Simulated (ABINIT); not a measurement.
Crystal: AgBr.

```
Ag Br
1.0
     0.00000    2.87015    2.87015
     2.87015    0.00000    2.87015
     2.87015    2.87015    0.00000
Ag Br
1 1
Direct
  0.00000 0.00000 0.00000
  0.50000 0.50000 0.50000
```

Program: ABINIT 10.8.3 (patched build). Alike in all runs: no spin polarisation; cell as given; cutoff (eV) 463; smearing fermi-dirac 0.05 eV.

Task: Order these runs on this cell by their pressure, lowest first.
A. level PBE; potentials or basis JTH PAW PBE v2.0; k mesh 8 × 8 × 8
B. level PBEsol; potentials or basis JTH PAW PBE v2.0; k mesh 8 × 8 × 8
C. level LDA; potentials or basis JTH PAW LDA v2.0; k mesh 6 × 6 × 6

Result: C (-4.2 GPa), B (-1.6 GPa), A (2.3 GPa).

Caveats: the PAW data sets were made with another functional, which shifts forces and pressure a little (some runs).
